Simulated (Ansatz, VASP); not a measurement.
# One calculation of CdSe, two programs

```
Cd Se
1.0
     4.03774    0.00000    0.00000
    -2.01887    3.49678    0.00000
     0.00000    0.00000    6.74426
Cd Se
2 2
Direct
  0.33333 0.66667 0.00368
  0.66667 0.33333 0.50368
  0.33333 0.66667 0.37232
  0.66667 0.33333 0.87232
```

Change from the starting cell: volume scaled by 0.8, LAPW.

Alike in both runs: task single point; functional PBE; k mesh 9 × 9 × 5; occupations fermi-dirac, width 0.05 eV; no spin polarisation.

|  | VASP | Ansatz |
| --- | --- | --- |
| version | VASP 6.6.1 | Ansatz 0.2.0 |
| potentials or method | VASP PAW PBE potentials, release 64 (Cd, Se), cutoff 520 eV | all-electron LAPW, scalar-relativistic |

Ansatz gave:

- pressure (GPa): 16.7

Problem. Which values does VASP return?

Solution. Pressure (GPa): 17.3.

Ansatz ran all-electron here, so the differences hold the error of VASP's frozen core and of both bases.

Caveats: so large a pressure means that the cell lies far from this level's equilibrium, or that cutoff or potentials fall short (VASP).
